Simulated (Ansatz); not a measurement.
# KBr, response to strain

Take KBr in the rock salt structure (space group Fm-3m, No. 225; a = 6.5491 Å) as the base. Axes: x, y, z lie along the cube axes.

Strains are applied to the cell and any free atomic positions relax; under biaxial strain the out-of-plane vector relaxes too.

Calculations: PBEsol (Ansatz, an electronic-structure program; PAW; 420 eV plane waves; spin-orbit coupling left out).

| biaxial strain, plane normal [111], relaxed out of plane (%) | band gap (eV) |
|---|---|
| 0 | 4.34 |
| 0.42 | 4.32 |
| 0.83 | 4.29 |
| 1.25 | ? |
| 1.67 | 4.25 |
| 2.08 | 4.22 |
| 2.5 | 4.20 |

Fit E_g = E₀ + Dε (ε in %) to the rows shown and predict the withheld row.

Least squares on the printed values gives E₀ = 4.34 eV, D = -56.6 meV per % of strain (largest residual 0.00 eV); this predicts 4.27 eV, and the run gives 4.27 eV, in agreement.

Whether these cells are dynamically stable was not tested.
